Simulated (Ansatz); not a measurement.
Born–Oppenheimer molecular dynamics of a periodic cell of 12 atoms, ZrO2 (start crystal ZrO2, start structure Fm-3m, volume 1.05 times the crystal's). It starts from a structure without forces on its atoms.

Method: DFT PBE-D3(BJ), scalar-relativistic, plane waves, PAW in Ansatz 0.2.0. Settings: PAW set soft_1, cutoff 420 eV, k mesh 2x2x2, fermi-dirac smearing 0.17 eV, no spin polarisation.

| Quantity | Value |
| --- | --- |
| ensemble | NVT, Langevin thermostat |
| time step | 1 fs |
| steps asked | 250 |
| set temperature | 2000 K |
| friction | 0.02 /fs |
| seed | 403805 |

Frames 5 fs apart, positions in Å, forces in eV/Å.

Velocities at 100.0 fs (Å/ps):

```
Zr 2.04 -6.53 5.12
O 3.78 -22.53 -25.06
O 1.72 -3.08 0.23
Zr 2.19 9.93 -3.10
O 3.69 -5.07 4.54
O -4.86 3.07 3.37
Zr 1.27 -3.01 8.13
O -1.11 -4.84 2.26
O -8.18 9.14 -3.30
Zr -0.64 7.72 -5.25
O -7.08 3.93 -6.79
O -15.58 7.45 -8.14
```

```xyz
12
Lattice="5.0058 0.0000 0.0000 0.0000 5.0058 0.0000 0.0000 0.0000 5.0058" Properties=species:S:1:pos:R:3:forces:R:3 time_fs=100.0 energy_less_start_eV=2.863 T=2102
Zr -0.056 0.003 -0.140 -0.85 2.07 3.36
O 0.919 1.465 1.248 -0.91 -0.37 0.69
O 3.628 3.777 3.864 -0.31 -0.12 1.09
Zr 2.095 2.690 0.043 4.76 -1.35 3.80
O 3.558 3.978 1.470 2.99 -3.51 -1.32
O 1.349 1.410 3.827 -2.43 -2.12 -1.22
Zr 2.467 0.126 2.690 -0.13 0.45 -2.64
O 3.810 1.243 3.737 1.01 1.28 -2.94
O 1.238 3.955 1.336 -2.42 0.27 -0.98
Zr -0.276 2.621 2.457 0.57 -0.46 -1.22
O 1.170 3.780 3.720 -2.09 1.55 -1.26
O 3.371 1.117 0.896 -0.17 2.33 2.64
12
Lattice="5.0058 0.0000 0.0000 0.0000 5.0058 0.0000 0.0000 0.0000 5.0058" Properties=species:S:1:pos:R:3:forces:R:3 time_fs=105.0 energy_less_start_eV=2.806 T=2382
Zr -0.042 -0.029 -0.107 -1.46 3.44 2.44
O 0.940 1.374 1.123 -1.91 1.55 2.36
O 3.614 3.757 3.868 -0.34 -0.17 0.92
Zr 2.116 2.736 0.035 3.60 -2.92 3.00
O 3.591 3.921 1.483 1.21 -1.50 -1.86
O 1.318 1.399 3.826 -1.37 -1.37 -1.68
Zr 2.465 0.113 2.734 0.10 1.55 -3.00
O 3.814 1.236 3.738 0.93 1.05 -3.15
O 1.183 3.992 1.303 -1.14 -0.95 -0.62
Zr -0.280 2.658 2.422 1.28 -2.69 -0.63
O 1.138 3.797 3.673 -1.71 0.88 -0.68
O 3.305 1.169 0.884 0.78 1.14 2.92
12
Lattice="5.0058 0.0000 0.0000 0.0000 5.0058 0.0000 0.0000 0.0000 5.0058" Properties=species:S:1:pos:R:3:forces:R:3 time_fs=110.0 energy_less_start_eV=3.114 T=1986
Zr -0.042 -0.059 -0.071 -2.25 4.33 0.64
O 0.914 1.335 1.016 -1.95 2.96 3.38
O 3.584 3.744 3.883 -0.22 -0.21 0.32
Zr 2.141 2.771 0.044 2.10 -4.13 1.55
O 3.651 3.827 1.457 -1.86 1.71 -2.83
O 1.270 1.361 3.811 0.19 -0.09 -1.78
Zr 2.456 0.108 2.768 0.51 2.49 -3.29
O 3.841 1.223 3.698 0.29 0.86 -2.28
O 1.139 4.036 1.256 0.64 -2.11 0.27
Zr -0.290 2.691 2.380 2.87 -5.43 1.35
O 1.114 3.855 3.622 -1.54 -0.78 0.34
O 3.253 1.223 0.945 1.22 0.38 2.32
12
Lattice="5.0058 0.0000 0.0000 0.0000 5.0058 0.0000 0.0000 0.0000 5.0058" Properties=species:S:1:pos:R:3:forces:R:3 time_fs=115.0 energy_less_start_eV=3.471 T=1541
Zr -0.053 -0.075 -0.041 -2.82 4.35 -1.23
O 0.868 1.327 0.942 -1.49 3.72 3.51
O 3.551 3.732 3.908 0.01 -0.01 -0.71
Zr 2.164 2.768 0.049 0.82 -4.43 0.63
O 3.673 3.755 1.383 -3.38 3.57 -2.97
O 1.215 1.327 3.747 1.51 0.80 -1.29
Zr 2.446 0.095 2.782 0.94 3.11 -3.42
O 3.882 1.225 3.635 -0.68 0.39 -1.05
O 1.114 4.052 1.224 1.94 -2.74 0.67
Zr -0.297 2.697 2.349 3.75 -6.63 2.79
O 1.080 3.899 3.549 -1.69 -2.04 1.74
O 3.226 1.274 1.035 1.09 -0.09 1.34
12
Lattice="5.0058 0.0000 0.0000 0.0000 5.0058 0.0000 0.0000 0.0000 5.0058" Properties=species:S:1:pos:R:3:forces:R:3 time_fs=120.0 energy_less_start_eV=2.977 T=2217
Zr -0.074 -0.080 -0.012 -2.78 3.31 -2.29
O 0.788 1.351 0.907 -0.53 3.47 2.89
O 3.533 3.727 3.901 -0.04 0.34 -1.40
Zr 2.174 2.745 0.045 0.54 -4.17 -0.27
O 3.640 3.710 1.273 -1.76 3.44 -1.22
O 1.184 1.314 3.652 2.19 1.04 -0.35
Zr 2.438 0.089 2.774 1.23 2.70 -3.30
O 3.934 1.250 3.570 -1.66 -0.57 0.40
O 1.137 4.013 1.191 1.48 -1.78 0.63
Zr -0.292 2.676 2.331 2.60 -5.08 2.17
O 1.049 3.895 3.497 -1.64 -1.92 2.48
O 3.224 1.335 1.141 0.38 -0.79 0.23
12
Lattice="5.0058 0.0000 0.0000 0.0000 5.0058 0.0000 0.0000 0.0000 5.0058" Properties=species:S:1:pos:R:3:forces:R:3 time_fs=125.0 energy_less_start_eV=2.485 T=2252
Zr -0.103 -0.075 0.019 -2.15 1.86 -2.86
O 0.705 1.420 0.886 0.45 2.35 1.76
O 3.520 3.764 3.874 -0.24 -0.01 -1.60
Zr 2.178 2.703 0.036 0.75 -2.99 -1.12
O 3.619 3.724 1.164 0.02 2.65 0.78
O 1.207 1.328 3.539 1.84 1.32 0.81
Zr 2.434 0.098 2.749 1.24 1.14 -3.16
O 3.978 1.250 3.511 -1.93 -1.14 2.06
O 1.171 3.967 1.167 0.62 -0.34 0.23
Zr -0.282 2.641 2.325 1.34 -2.51 1.16
O 1.024 3.865 3.456 -1.31 -0.97 3.02
O 3.244 1.409 1.248 -0.63 -1.36 -1.07
12
Lattice="5.0058 0.0000 0.0000 0.0000 5.0058 0.0000 0.0000 0.0000 5.0058" Properties=species:S:1:pos:R:3:forces:R:3 time_fs=130.0 energy_less_start_eV=2.397 T=2069
Zr -0.127 -0.062 0.030 -1.31 0.33 -2.86
O 0.648 1.496 0.864 0.99 1.05 0.66
O 3.506 3.812 3.835 -0.36 -0.99 -1.19
Zr 2.172 2.648 0.025 1.47 -1.40 -1.58
O 3.613 3.761 1.095 0.98 1.41 1.70
O 1.263 1.341 3.445 0.30 2.36 1.96
Zr 2.438 0.116 2.721 1.27 -1.53 -3.25
O 3.994 1.206 3.475 -1.10 -0.71 3.39
O 1.238 3.933 1.158 -0.72 0.83 -0.08
Zr -0.269 2.602 2.322 0.77 -0.22 1.07
O 0.993 3.846 3.461 -0.99 -0.33 3.00
O 3.258 1.426 1.344 -1.30 -0.81 -2.81
12
Lattice="5.0058 0.0000 0.0000 0.0000 5.0058 0.0000 0.0000 0.0000 5.0058" Properties=species:S:1:pos:R:3:forces:R:3 time_fs=135.0 energy_less_start_eV=2.839 T=2020
Zr -0.151 -0.053 0.024 -0.76 -0.76 -2.62
O 0.594 1.585 0.836 1.26 -0.63 -0.66
O 3.510 3.820 3.804 -0.63 -1.68 -0.80
Zr 2.162 2.598 0.010 2.35 0.05 -1.81
O 3.591 3.827 1.071 1.68 0.12 1.94
O 1.351 1.367 3.368 -1.75 3.57 2.92
Zr 2.439 0.119 2.686 1.65 -4.84 -2.93
O 4.013 1.126 3.458 0.15 0.21 3.90
O 1.298 3.913 1.132 -1.89 1.64 0.30
Zr -0.252 2.561 2.308 0.16 1.59 2.01
O 0.968 3.814 3.499 -0.65 0.28 2.42
O 3.260 1.422 1.432 -1.56 0.45 -4.67
12
Lattice="5.0058 0.0000 0.0000 0.0000 5.0058 0.0000 0.0000 0.0000 5.0058" Properties=species:S:1:pos:R:3:forces:R:3 time_fs=140.0 energy_less_start_eV=2.689 T=2222
Zr -0.167 -0.047 0.007 0.30 -1.17 -1.92
O 0.556 1.677 0.793 1.24 -1.97 -1.48
O 3.536 3.812 3.790 -1.53 -1.97 -0.84
Zr 2.170 2.559 -0.008 2.44 1.48 -1.67
O 3.592 3.914 1.082 1.64 -0.92 1.98
O 1.431 1.447 3.351 -1.57 2.05 1.95
Zr 2.466 0.103 2.644 0.25 -5.22 -1.48
O 4.029 1.072 3.490 0.33 1.17 2.76
O 1.331 3.920 1.127 -2.10 1.78 0.52
Zr -0.249 2.521 2.299 0.26 2.82 3.05
O 0.913 3.785 3.558 0.39 1.23 1.54
O 3.267 1.433 1.436 -1.66 0.73 -4.42
12
Lattice="5.0058 0.0000 0.0000 0.0000 5.0058 0.0000 0.0000 0.0000 5.0058" Properties=species:S:1:pos:R:3:forces:R:3 time_fs=145.0 energy_less_start_eV=2.177 T=2518
Zr -0.175 -0.042 0.003 1.38 -1.32 -1.21
O 0.532 1.732 0.740 1.12 -2.02 -1.17
O 3.562 3.795 3.779 -2.17 -2.09 -0.72
Zr 2.202 2.534 -0.022 1.71 2.69 -1.37
O 3.619 3.996 1.137 1.04 -1.86 1.76
O 1.481 1.583 3.369 -0.32 -1.26 -0.41
Zr 2.497 0.062 2.597 -1.39 -3.01 0.36
O 4.032 1.040 3.564 -0.39 2.36 0.19
O 1.322 3.948 1.144 -1.30 1.25 0.60
Zr -0.238 2.483 2.302 0.48 3.08 3.52
O 0.883 3.783 3.626 0.97 2.03 0.57
O 3.258 1.447 1.357 -1.14 0.14 -2.12
12
Lattice="5.0058 0.0000 0.0000 0.0000 5.0058 0.0000 0.0000 0.0000 5.0058" Properties=species:S:1:pos:R:3:forces:R:3 time_fs=150.0 energy_less_start_eV=2.572 T=2464
Zr -0.191 -0.051 -0.019 2.04 -1.34 -0.14
O 0.540 1.789 0.667 -0.48 -2.25 0.19
O 3.528 3.759 3.781 -1.63 -1.74 -0.32
Zr 2.231 2.513 -0.031 0.86 4.37 -1.61
O 3.643 4.077 1.241 1.60 -2.71 0.50
O 1.519 1.724 3.378 -0.30 -3.78 -2.76
Zr 2.517 0.012 2.557 -2.88 -0.90 1.71
O 4.007 1.027 3.625 -0.76 3.18 -1.85
O 1.308 3.994 1.159 -0.76 0.83 0.61
Zr -0.234 2.446 2.308 0.79 2.99 3.03
O 0.852 3.794 3.681 0.85 2.62 -0.41
O 3.207 1.482 1.250 0.65 -1.27 1.04
12
Lattice="5.0058 0.0000 0.0000 0.0000 5.0058 0.0000 0.0000 0.0000 5.0058" Properties=species:S:1:pos:R:3:forces:R:3 time_fs=155.0 energy_less_start_eV=3.338 T=1877
Zr -0.206 -0.039 -0.043 2.20 -1.34 -0.24
O 0.540 1.807 0.603 -1.13 -1.85 1.13
O 3.475 3.728 3.752 -0.31 -1.25 0.71
Zr 2.260 2.495 -0.037 -0.99 5.91 -2.96
O 3.707 4.140 1.337 2.55 -3.66 -1.31
O 1.542 1.826 3.340 -0.65 -4.73 -3.66
Zr 2.528 -0.046 2.526 -4.57 1.40 2.87
O 3.950 1.075 3.648 -0.61 2.52 -2.00
O 1.306 4.050 1.177 -0.49 0.18 -0.11
Zr -0.236 2.416 2.316 1.35 3.04 2.47
O 0.844 3.832 3.695 0.30 2.78 -0.62
O 3.183 1.503 1.158 2.36 -3.01 3.73
```

Of the whole run (250 fs, mean temperature of the second half 2084 K): A run of 0.25 ps of so small a system gives no equilibrium averages. Limits of this set-up: coarse k mesh.

Time of the run: 11 min on 1 thread of Intel(R) Xeon(R) Platinum 8259CL CPU @ 2.50GHz (Skylake/Cascade Lake), on a shared host, peak memory 0.48 GiB.
